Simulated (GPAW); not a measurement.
The system is Cu2O (Cuprite).

```xyz
6
Lattice="4.2600 0.0000 0.0000 0.0000 4.2600 0.0000 0.0000 0.0000 4.2600" Properties=species:S:1:pos:R:3 pbc="T T T"
Cu    3.1950    1.0650    3.1950
Cu    3.1950    3.1950    1.0650
Cu    1.0650    3.1950    3.1950
Cu    1.0650    1.0650    1.0650
O     2.1300    2.1300    2.1300
O     0.0000    0.0000    0.0000
```

Base run:

```yaml
Program: GPAW 26.7.0
Functional: OLYP
Potentials_or_basis: PAW data sets generated in the run's folder for this functional
Cutoff: 800 eV
Basis: pw
k_mesh: 5 × 5 × 5
Occupations: fermi-dirac, width 0.05 eV
Spin: no spin polarisation
```

Its results: band gap on the k mesh 0.56 eV, direct; pressure 9.4 GPa.

Question: The run is repeated on the same cell with these changes: functional from OLYP to LDA; band points from 100 to 60. What comes out?

Answer: Band gap on the k mesh 0.54 eV, direct; pressure -7.0 GPa.

Caveats: with this Cu data set, volumes or pressures lay over 1.5 % or 2 GPa off other programs in two to four cells of ten.
